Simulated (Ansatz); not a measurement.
Runs of Ansatz 0.2.0 on P. The structure is orthorhombic, space group Cmce (No. 64). The conventional cell has a = 3.295 Å, b = 10.930 Å, c = 4.544 Å, α = 90.00°, β = 90.00°, γ = 90.00°. P (site symmetry m) is surrounded by 3 P at 2.20 to 2.25 Å. 

```tsv
level	cutoff (eV)	gap on the mesh (eV)	pressure (GPa)	largest force (eV/Å)
PBEsol	420	0.37	-0.5	0.29
HSE06	420	(b)	-0.1	(a)
LDA	420	0.34	-2.0	0.20
RPBE	420	(c)	3.9	0.35
PBE0	420	1.68	-0.2	0.15
r2SCAN0	500	1.75	-0.8	0.17
r2SCAN	500	0.57	0.8	0.09
revPBE	420	0.48	3.4	0.35
BLYP	420	0.52	6.5	0.46
```

Alike in all rows: task projected density of states; potentials or basis Ansatz PAW; no spin polarisation; cell as given; k mesh 5 × 5 × 4; smearing fermi-dirac 0.05 eV.

Fill in the values left out.

(a) 0.14; (b) 1.02; (c) 0.49.

Caveats: odd divisions of the mesh miss points on the zone boundary, where band edges often lie, so the gap on the mesh can be too wide; the PAW data sets come from PBE, with cores solved anew for the run's functional, which leaves a small shift of forces and pressure; the density of states is complete only up to the lowest level of the last band computed; the thresholds are loose for stress (some runs).

A k mesh can miss the band edges.

Runs at the PBE level aren't shown here.
